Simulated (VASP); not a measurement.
# AlCo in VASP: a series of runs, part 2 of 2

VASP 6.6.1. Earlier steps stand in the parts before.

## Step 3: Work function, revPBE, collinear spin, ferromagnetic start

INCAR reads:

```
PREC = Accurate
ENCUT = 520
EDIFF = 1E-7
ISMEAR = -1
SIGMA = 0.05
LREAL = F
LASPH = T
NELM = 100
ALGO = Normal
ISIF = 2
LWAVE = F
LCHARG = T
ISPIN = 2
MAGMOM = 2 2 2 2 0 0 0 0
LORBIT = 11
LMAXMIX = 4
LDIPOL = T
IDIPOL = 3
DIPOL = 0.5 0.5 0.500
GGA = RE
LELF = T
LVHAR = T
LVACPOTAV = T
```

KPOINTS reads:

```
Automatic mesh
0
Gamma
  7 7 1
```

POSCAR reads:

```
AlCo
1.0
    2.8194032100      0.0000000000      0.0000000000
    0.0000000000      2.8194032100      0.0000000000
    0.0000000000      0.0000000000     24.8679112350
Co Al
4 4
Direct
    0.5000000000      0.5000000000      0.3015934844
    0.5000000000      0.5000000000      0.4149686362
    0.5000000000      0.5000000000      0.5283437879
    0.5000000000      0.5000000000      0.6417189397
    0.0000000000      0.0000000000      0.3582810603
    0.0000000000      0.0000000000      0.4716562121
    0.0000000000      0.0000000000      0.5850313638
    0.0000000000      0.0000000000      0.6984065156
```

Potentials or basis: VASP PAW PBE potentials, release 64 (Co, Al).

Command:

```sh
> cat potpaw_PBE.64/Co/POTCAR potpaw_PBE.64/Al/POTCAR > POTCAR
> mpirun -np 1 vasp_std > vasp.out
```

OUTCAR:

```text
PREC = Accurate
   ENCUT = 520
   EDIFF = 1E-7
   ISMEAR = -1
   LREAL = F
   LASPH = T
   NELM = 100
   ISIF = 2
   ISPIN = 2
   LORBIT = 11
   GGA = RE

 ion  position               nearest neighbor table
   1  0.500  0.500  0.302-   5 2.44   5 2.44   5 2.44   5 2.44   2 2.82
   2  0.500  0.500  0.415-   5 2.44   6 2.44   5 2.44   6 2.44   5 2.44   6 2.44   5 2.44   6 2.44
                             3 2.82   1 2.82
   3  0.500  0.500  0.528-   6 2.44   6 2.44   6 2.44   6 2.44   7 2.44   7 2.44   7 2.44   7 2.44
                             2 2.82   4 2.82
   4  0.500  0.500  0.642-   7 2.44   8 2.44   7 2.44   8 2.44   7 2.44   8 2.44   7 2.44   8 2.44
                             3 2.82
[... 965 lines left out ...]
      0.00000      0.00000      8.90970        -0.000000     -0.000000     -0.322029
      0.00000      0.00000     11.72910        -0.000000     -0.000000     -0.065593
      0.00000      0.00000     14.54851        -0.000000     -0.000000     -0.077347
      0.00000      0.00000     17.36791        -0.000000     -0.000000      0.026655
 -----------------------------------------------------------------------------------
    total drift:                                0.000000     -0.000000     -0.001063

  FREE ENERGIE OF THE ION-ELECTRON SYSTEM (eV)
  ---------------------------------------------------
  free  energy   TOTEN  =       -42.5505943990 eV

  energy  without entropy=      -42.5027069450  energy(sigma->0) =      -42.52665067

 vacuum level on the upper side and lower side of the slab         6.690         7.213

 total charge

# of ion       s       p       d       tot
------------------------------------------
    1        0.415   0.319   7.348   8.082
    2        0.452   0.534   7.525   8.511
    3        0.449   0.534   7.530   8.513
    4        0.454   0.529   7.521   8.504
    5        0.408   0.441   0.000   0.849
    6        0.402   0.444   0.000   0.846
    7        0.401   0.445   0.000   0.846
    8        0.422   0.369   0.000   0.791
--------------------------------------------------
tot          3.402   3.615  29.924  36.941

 magnetization (x)

# of ion       s       p       d       tot
------------------------------------------
    1        0.018   0.006   1.330   1.354
    2       -0.000  -0.008   0.099   0.090
    3       -0.001  -0.004   0.109   0.104
    4        0.013  -0.007   0.490   0.496
    5       -0.007  -0.013   0.000  -0.020
    6       -0.001  -0.003   0.000  -0.003
    7       -0.001  -0.004   0.000  -0.005
    8        0.010   0.022   0.000   0.031
--------------------------------------------------
tot          0.032  -0.012   2.027   2.047
```

OSZICAR:

```text
N       E                     dE             d eps       ncg     rms          rms(c)
DAV:   1     0.335442327678E+03    0.33544E+03   -0.19947E+04  1320   0.137E+03
DAV:   2    -0.271380610027E+02   -0.36258E+03   -0.34677E+03  1359   0.323E+02
[... 13 lines left out ...]
DAV:  61    -0.425505921963E+02   -0.13239E-05   -0.27669E-08   941   0.785E-04    0.124E-03
DAV:  62    -0.425505933151E+02   -0.11188E-05   -0.20903E-08   927   0.677E-04    0.112E-03
DAV:  63    -0.425505936790E+02   -0.36389E-06   -0.10933E-08   893   0.742E-04    0.671E-04
DAV:  64    -0.425505941136E+02   -0.43459E-06   -0.16827E-08   910   0.587E-04    0.184E-04
DAV:  65    -0.425505943475E+02   -0.23397E-06   -0.59409E-09   918   0.339E-04    0.778E-05
DAV:  66    -0.425505943990E+02   -0.51471E-07   -0.10950E-09   867   0.229E-04
   1 F= -.42550594E+02 E0= -.42526651E+02  d E =-.478875E-01  mag=     2.1569
```

It took 8.4 min on 1 thread of AMD EPYC 9R45 (Zen 5), shared host; peak memory 0.43 GiB.

What came out:

| Quantity | Value |
| --- | --- |
| Free energy | -42.5506 eV |
| Largest force | 0.696 eV/Å |
| Band gap on the k mesh | none (metal or under the smearing width) |
| Net moment | 2.16 μB per cell |
| Site moments | Co +1.35, +0.09, +0.10, +0.50; Al -0.02, -0.00, -0.01, +0.03 μB |
| Valence electrons inside the program's atomic spheres | Co 8.08, 8.51, 8.50; Al 0.85, 0.79 |
| Work function of the upper face | 3.82 eV |
| Work function of the lower face | 4.35 eV |

Forces in eV/Å, atoms in the order of the input:
```
Co   0.000  0.000 -0.531
Co   0.000  0.000  0.316
Co   0.000  0.000 -0.042
Co   0.000  0.000  0.696
Al   0.000  0.000 -0.322
Al   0.000  0.000 -0.066
Al   0.000  0.000 -0.077
Al   0.000  0.000  0.027
```

Levels at points of the mesh, in eV from the Fermi level:
Spin up:
| k point | band 22 | band 23 | band 24 | band 25 | band 26 | band 27 | band 28 | band 29 | band 30 | band 31 |
| --- | --- | --- | --- | --- | --- | --- | --- | --- | --- | --- |
| (0.00, 0.00, 0.00) | -0.83 | -0.83 | -0.75 | -0.72 | -0.68 | 0.75 | 2.14 | 3.34 | 4.11 | 4.44 |
Spin down:
```tsv
k point	band 20	band 21	band 22	band 23	band 24	band 25	band 26	band 27
(0.00, 0.00, 0.00)	-0.64	-0.60	-0.22	-0.22	-0.04	0.31	0.59	1.03
```

Caveat: the PAW data sets were made with another functional, which shifts forces and pressure a little.

## Step 4: Work function, PBE, collinear spin, ferromagnetic start (the (1 0 0) slab of AlCo, cut from the database cell, not relaxed)

INCAR reads:

```
PREC = Accurate
ENCUT = 520
EDIFF = 1E-7
ISMEAR = 0
SIGMA = 0.05
LREAL = False
LASPH = True
NELM = 100
ALGO = Normal
ISIF = 2
LWAVE = False
LCHARG = True
ISPIN = 2
MAGMOM = 2 2 2 2 0 0 0 0
LORBIT = 11
LMAXMIX = 4
LDIPOL = True
IDIPOL = 3
DIPOL = 0.5 0.5 0.500
GGA = PE
LELF = True
LVHAR = True
LVACPOTAV = True
```

KPOINTS reads:

```
Automatic mesh
0
Gamma
  9 9 1
```

POSCAR is that of step 3.

Potentials or basis: VASP PAW PBE potentials, release 64 (Co, Al).

Command:

```sh
> cat potpaw_PBE.64/Co/POTCAR potpaw_PBE.64/Al/POTCAR > POTCAR
> mpirun -np 1 vasp_std > vasp.out
```

OUTCAR:

```text
PREC = Accurate
   ENCUT = 520
   EDIFF = 1E-7
   ISMEAR = 0
   LREAL = False
   LASPH = True
   NELM = 100
   ISIF = 2
   ISPIN = 2
   LORBIT = 11
   GGA = PE

 ion  position               nearest neighbor table
   1  0.500  0.500  0.302-   5 2.44   5 2.44   5 2.44   5 2.44   2 2.82
   2  0.500  0.500  0.415-   5 2.44   6 2.44   5 2.44   6 2.44   5 2.44   6 2.44   5 2.44   6 2.44
                             3 2.82   1 2.82
   3  0.500  0.500  0.528-   6 2.44   6 2.44   6 2.44   6 2.44   7 2.44   7 2.44   7 2.44   7 2.44
                             2 2.82   4 2.82
   4  0.500  0.500  0.642-   7 2.44   8 2.44   7 2.44   8 2.44   7 2.44   8 2.44   7 2.44   8 2.44
                             3 2.82
   5  0.000  0.000  0.358-   1 2.44   2 2.44   1 2.44   2 2.44   1 2.44   2 2.44   1 2.44   2 2.44
                             6 2.82
   6  0.000  0.000  0.472-   3 2.44   3 2.44   3 2.44   3 2.44   2 2.44   2 2.44   2 2.44   2 2.44
                             7 2.82   5 2.82
[... 1331 lines left out ...]
 -----------------------------------------------------------------------------------
    total drift:                                0.000000     -0.000000     -0.000548

  FREE ENERGIE OF THE ION-ELECTRON SYSTEM (eV)
  ---------------------------------------------------
  free  energy   TOTEN  =       -45.0078255974 eV

  energy  without entropy=      -45.0010685804  energy(sigma->0) =      -45.00444709

 vacuum level on the upper side and lower side of the slab         6.667         7.274

 total charge

# of ion       s       p       d       tot
------------------------------------------
    1        0.412   0.318   7.351   8.081
    2        0.450   0.532   7.529   8.511
    3        0.449   0.532   7.533   8.514
    4        0.454   0.525   7.527   8.507
    5        0.406   0.441   0.000   0.847
    6        0.400   0.443   0.000   0.843
    7        0.398   0.444   0.000   0.843
    8        0.421   0.369   0.000   0.789
--------------------------------------------------
tot          3.390   3.604  29.940  36.934

 magnetization (x)

# of ion       s       p       d       tot
------------------------------------------
    1        0.017   0.006   1.314   1.337
    2       -0.000  -0.009   0.086   0.077
    3       -0.000  -0.005   0.084   0.079
    4        0.014  -0.008   0.531   0.537
    5       -0.006  -0.013   0.000  -0.019
    6       -0.000  -0.003   0.000  -0.003
    7       -0.001  -0.005   0.000  -0.006
    8        0.008   0.020   0.000   0.028
--------------------------------------------------
tot          0.031  -0.016   2.016   2.031
```

It took 16 min on 1 thread of Intel Xeon Platinum 8488C (Sapphire Rapids), shared host; peak memory 0.5 GiB.

Results:

```
Free energy                                           : -45.0078 eV
Largest force                                         : 0.686 eV/Å
Band gap on the k mesh                                : none (metal or under the smearing width)
Net moment                                            : 2.14 μB per cell
Site moments                                          : Co +1.34, +0.08, +0.54; Al -0.02, -0.00, -0.01, +0.03 μB
Valence electrons inside the program's atomic spheres : Co 8.08, 8.51; Al 0.85, 0.84, 0.79
Work function of the upper face                       : 3.90 eV
Work function of the lower face                       : 4.51 eV
```

Forces on the atoms (eV/Å):
```
Co   0.000  0.000 -0.409
Co   0.000  0.000  0.318
Co   0.000  0.000 -0.058
Co   0.000  0.000  0.686
Al   0.000  0.000 -0.288
Al   0.000  0.000 -0.050
Al   0.000  0.000 -0.056
Al   0.000  0.000 -0.142
```

## Step 5: Summary

```csv
level,cell,k mesh,smearing,gap on the mesh (eV),moment (μB),largest force (eV/Å),work function (eV)
RPBE,as given,7 × 7 × 1,fermi-dirac 0.05 eV,none,2.18,0.70,3.82
revPBE,as given,7 × 7 × 1,fermi-dirac 0.05 eV,none,2.16,0.70,3.82
PBE,"the (1 0 0) slab of AlCo, cut from the database cell, not relaxed",9 × 9 × 1,gaussian 0.05 eV,none,2.14,0.69,3.90
```

Alike in all rows: task work function; potentials or basis VASP PAW PBE potentials, release 64 (Co, Al); spin collinear, ferromagnetic start; cutoff (eV) 520.

Caveats: the PAW data sets were made with another functional, which shifts forces and pressure a little (some runs).

Total energies depend on the potentials used, so only differences within one code and one set of settings carry meaning.
